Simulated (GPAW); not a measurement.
Crystal: Si.

```xyz
2
Lattice="4.1209 0.0000 0.0000 -2.0605 3.5688 0.0000 0.0000 0.0000 2.6548" Properties=species:S:1:pos:R:3 pbc="T T T"
Si    0.0000    2.3792    1.3274
Si    2.0605    1.1896    1.3274
```

The cell was built by a generator and needn't be a form met in nature.

* Program: GPAW 26.7.0
* Task: relaxation of cell and atoms
* Functional: RPBE
* Potentials or basis: the program's PAW data sets (release 1.2.1) made for this functional
* Cutoff: 600 eV
* Basis: pw
* k mesh: 8 × 8 × 10
* Occupations: fermi-dirac, width 0.05 eV
* Spin: no spin polarisation

At the start: pressure 1.7 GPa; volume 19.52 Å³/atom.

Q: Where does the relaxation end?

A: Over 5 steps the energy falls by 2.2 meV/atom and the volume is 19.92 Å³/atom (+2.0 %); space group P6/mmm (No. 191, to 0.05 Å).

The path:
```csv
step,energy change (eV),largest force (eV/Å),pressure (GPa),volume (Å³)
1,0.0000,0.0000,1.70,39.04
2,-0.0018,0.0000,1.31,39.22
3,-0.0045,0.0000,0.07,39.80
4,-0.0045,0.0000,0.03,39.82
5,-0.0045,0.0000,-0.01,39.84
```

Final structure:
```
Si
1.0
     4.15488    0.00000    0.00000
    -2.07744    3.59823    0.00000
     0.00000    0.00000    2.66502
Si
2
Direct
  0.33333 0.66667 0.50000
  0.66666 0.33334 0.50000
```

Caveat: later steps reuse the first step's grids.
